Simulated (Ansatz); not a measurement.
# RbBr: pressure up to the limit of the methods

The task here is to estimate one member of a computed series from the others.

Computed with Ansatz 0.2.0 (DFT, LDA, PAW with Ansatz's default frozen-core files, scalar-relativistic, unless a step's input says otherwise).

## The structure to begin with

It takes space group Pm-3m (No. 221, cubic). Conventional cell: a = 3.632 Å, b = 3.632 Å, c = 3.632 Å, α = 90.00°, β = 90.00°, γ = 90.00°. Around Rb (site symmetry m-3m) lie 8 Br at 3.14 Å. Br (site symmetry m-3m) has 8 Rb at 3.14 Å in its first shell of neighbours.

As a file:

```
CELL_PARAMETERS angstrom
3.63152 0.00000 0.00000
0.00000 3.63152 0.00000
0.00000 0.00000 3.63152
ATOMIC_POSITIONS crystal
Rb 0.00000 0.00000 0.00000
Br 0.50000 0.50000 0.50000
```

Whether this phase is the stable one at these pressures isn't tested.

Atoms are numbered in the order of the input: Rb1, Br2.

Set-up of the first run:

Contents of input.yaml:

```yaml
crystal:
  lattice:
    - [3.6315249941, 0.0, 0.0]
    - [0.0, 3.6315249941, 0.0]
    - [0.0, 0.0, 3.6315249941]
  atoms:
    - { symbol: Rb, position: [0.0, 0.0, 0.0] }
    - { symbol: Br, position: [0.5, 0.5, 0.5] }
kpoints:
  mp_grid: { grid: [12, 12, 12] }
scf:
  occupations: { method: fermi_dirac, width: 0.1 }
hamiltonian:
  xc: lda
  pseudopotentials: { kind: paw }
output:
  forces: true
  stress: true
relax:
  f_tol: 0.005
  max_steps: 40
  cell: {}
```

Started as:

```
ansatz run input.yaml --threads 1 --pin off --max-ram 2048MiB --backend cpu --events-out ev --progress --plain --runs-dir out
```

Steps of the session up to this table: Cell relaxed at zero pressure, PAW; Volume scaled by 1, PAW; Volume scaled by 0.92, PAW; Volume scaled by 0.84, PAW; Volume scaled by 0.76, PAW; Volume scaled by 0.68, PAW; Volume scaled by 0.6, PAW; Volume scaled by 0.52, PAW; Volume scaled by 0.45, PAW; Volume scaled by 0.45, PAW (cutoff 600 eV).

One of the session's tables, all rows but one given; the rest of the session is left out.

 The rows PAW, 0.45 and PAW (cutoff 600 eV), 0.45 agree to the last digit and may rest on the same set-up.

| method | volume over the first | volume (Å³/atom) | pressure (GPa) | gap on the k mesh (eV) |
| --- | --- | --- | --- | --- |
| PAW | 1 | 31.166 | 0.04 | 4.12 |
| PAW | 0.92 | ? | ? | ? |
| PAW | 0.84 | 26.179 | 6.21 | 4.77 |
| PAW | 0.76 | 23.686 | 12.51 | 4.47 |
| PAW | 0.68 | 21.193 | 23.06 | 4.04 |
| PAW | 0.6 | 18.699 | 41.27 | 3.32 |
| PAW | 0.52 | 16.206 | 74.01 | 2.25 |
| PAW | 0.45 | 14.025 | 125.91 | 0.86 |
| PAW (cutoff 600 eV) | 0.45 | 14.025 | 125.91 | 0.86 |

Q: Estimate the row for PAW, 0.92 from the others.

The run gave: volume (Å³/atom): 28.673; pressure (GPa): 2.39; gap on the k mesh (eV): 4.50. In the column «volume (Å³/atom)» it lies between PAW, 0.84 (26.179) and PAW, 1 (31.166).
